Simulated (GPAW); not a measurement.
NiO:

```
CELL_PARAMETERS angstrom
0.00000 2.08590 2.08590
2.08590 0.00000 2.08590
2.08590 2.08590 0.00000
ATOMIC_POSITIONS crystal
Ni 0.00000 0.00000 0.00000
O 0.50000 0.50000 0.50000
```

- Program: GPAW 26.7.0
- Task: relaxation of cell and atoms
- Functional: PBEsol
- Dispersion: D3(BJ)+ATM
- Potentials or basis: PAW data sets generated in the run's folder for this functional
- Cutoff: 800 eV
- Basis: pw
- k mesh: 9 × 9 × 9
- Occupations: fermi-dirac, width 0.05 eV
- Spin: collinear spin, ferromagnetic start
- Starting moments: [1.0, 0.0] μB

At the start: pressure -6.5 GPa; volume 9.08 Å³/atom.

**Question.** How do energy, volume and symmetry change on relaxing?

**Answer.** Over 4 steps the energy falls by 6.0 meV/atom and the volume is 8.81 Å³/atom (-3.0 %); space group Fm-3m (No. 225, to 0.05 Å); moment 1.07 μB per cell.

The path:
```tsv
step	energy change (eV)	largest force (eV/Å)	pressure (GPa)	volume (Å³)
1	0.0000	0.0000	-6.48	18.15
2	-0.0055	0.0000	-5.04	18.01
3	-0.0118	0.0000	1.01	17.54
4	-0.0121	0.0000	-0.01	17.61
```

Final structure:
```yaml
crystal:
  lattice:
    - [0.00000, 2.06503, 2.06503]
    - [2.06503, 0.00000, 2.06503]
    - [2.06503, 2.06503, 0.00000]
  atoms:
    - { symbol: Ni, position: [0.00000, 0.00000, 0.00000] }
    - { symbol: O, position: [0.50000, 0.50000, 0.50000] }
```

Caveat: each step starts from the last one's moments, so a moment once lost doesn't come back; the stock nickel data set gives pressures a few GPa off other programs; later steps reuse the first step's grids; a cell with one magnetic atom can't hold antiferromagnetic order, which such compounds often take; pairwise dispersion overbinds metals, which lowers pressure and volume.
